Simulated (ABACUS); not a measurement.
Runs of ABACUS 3.10.1 on ZnS (Wurtzite-6H). Symmetry: P6_3mc, No. 186, hexagonal system. The conventional cell has a = 3.812 Å, b = 3.812 Å, c = 18.690 Å, α = 90.00°, β = 90.00°, γ = 120.00°. Zn (site symmetry 3m) has 4 S at 2.33 to 2.34 Å as nearest neighbours. Around Zn (site symmetry 3m) lie 4 S at 2.33 to 2.34 Å. Around Zn (site symmetry 3m) lie 4 S at 2.33 to 2.34 Å. S (site symmetry 3m) has 4 Zn at 2.33 to 2.34 Å as nearest neighbours. S (site symmetry 3m) has 4 Zn at 2.33 to 2.34 Å as nearest neighbours. Around S (site symmetry 3m) lie 4 Zn at 2.33 to 2.34 Å. 

```csv
cell,gap on the mesh (eV),pressure (GPa),largest force (eV/Å)
cell strained by +0.03 along c,2.14,1.0,(c)
cell strained by +0.06 along c,1.94,-0.7,0.27
as given,2.32,3.2,(a)
cell strained by -0.03 along c,2.41,6.1,0.35
cell strained by -0.06 along c,(b),9.8,0.88
```

Alike in all rows: task single point; level PBE; potentials or basis PseudoDojo NC SR 0.4.1 PBE standard, DZP LCAO (the cutoffs set its grid); no spin polarisation; k mesh 6 × 6 × 1; cutoff (eV) 1361; smearing fermi-dirac 0.05 eV.

**Question.** Fill in the values left out.

**Answer.** (a) 0.03; (b) 2.46; (c) 0.21.

Caveats: the atomic orbitals were generated for these runs and aren't a published set; the cell's inner coordinates are idealised or old, which leaves forces on the atoms; the basis of atomic orbitals isn't converged, which shifts pressures, moduli and gaps.

